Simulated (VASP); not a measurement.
The system is AgCl (Chlorargyrite).

```
CELL_PARAMETERS angstrom
0.00000 2.73500 2.73500
2.73500 0.00000 2.73500
2.73500 2.73500 0.00000
ATOMIC_POSITIONS crystal
Ag 0.00000 0.00000 0.00000
Cl 0.50000 0.50000 0.50000
```

| Item | Value |
| --- | --- |
| Program | VASP 6.6.1 |
| Task | relaxation of cell and atoms |
| Functional | LDA |
| Potentials or basis | VASP PAW LDA potentials, release 64 (Ag, Cl) |
| Cutoff | 600 eV |
| k mesh | 8 × 8 × 8 |
| Occupations | gaussian, width 0.03 eV |
| Spin | no spin polarisation |

At the start: pressure -3.7 GPa; volume 20.46 Å³/atom.

**Question.** Where does the relaxation end?

**Answer.** Over 3 steps the energy falls by 15.6 meV/atom and the volume is 19.21 Å³/atom (-6.1 %); space group Fm-3m (No. 225, to 0.05 Å).

Step by step:
| step | energy change (eV) | largest force (eV/Å) | pressure (GPa) | volume (Å³) |
| --- | --- | --- | --- | --- |
| 1 | 0.0000 | 0.0000 | -3.74 | 40.92 |
| 2 | -0.0309 | 0.0000 | 0.50 | 38.16 |
| 3 | -0.0312 | 0.0000 | 0.01 | 38.42 |

Final structure:
```
Ag Cl
1.0
     0.00000    2.67809    2.67809
     2.67809    0.00000    2.67809
     2.67809    2.67809    0.00000
Ag Cl
1 1
Direct
  0.00000 0.00000 0.00000
  0.50000 0.50000 0.50000
```
